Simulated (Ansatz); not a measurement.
**Sn: levels along high-symmetry lines**

```
CELL_PARAMETERS angstrom
-1.69122 1.95466 2.10787
1.69122 -1.95466 2.10787
1.69122 1.95466 -2.10787
ATOMIC_POSITIONS crystal
Sn 0.00000 0.00000 0.00000
```

The conventional cell has a = 3.382 Å, b = 3.909 Å, c = 4.216 Å, α = 90.00°, β = 90.00°, γ = 90.00°. Sn (atom 1) has 10 Sn at 3.34 to 3.38 Å as nearest neighbours.

The cell is the one relaxed in the Materials Project (mp-1056308), not relaxed further here; entries there can be hypothetical.

No spin–orbit coupling, which matters for the heavy atoms here.

The calculation used DFT, LDA, all-electron LAPW, scalar-relativistic in Ansatz 0.2.0.

Settings: a Γ-centred 13×13×13 k mesh, Fermi–Dirac smearing of 0.08 eV, basis error target 0.25 meV/atom, no spin polarisation.

Points in fractions of the reciprocal vectors of this cell: Γ (0, 0, 0), X (0.5, 0.5, -0.5), F2 (0.411, 0.589, -0.411), Σ0 (-0.411, 0.411, 0.411), Y0 (0.465, -0.465, 0.465), U0 (0.535, 0.465, -0.465). The path joins them by straight lines in the order Γ–X–F2–Σ0–Γ–Y0–U0–X–Γ; legs that retrace an earlier one aren't tabulated. Energies are in eV from the Fermi level.

(1) Is there a gap?

(2) List the levels between -8 and 3 eV at the symmetry points.

Answers

(1) none: bands cross the Fermi level, a metal.

(2) 
Γ: none in this range
X: -3.65, -2.04, -0.88, 2.10
F2: -3.73, -1.55, -0.40, -0.34
Σ0: -3.73, -1.55, -0.40, -0.34
Y0: -3.86, -1.98, -0.89, 2.15
U0: -3.86, -1.98, -0.89, 2.15
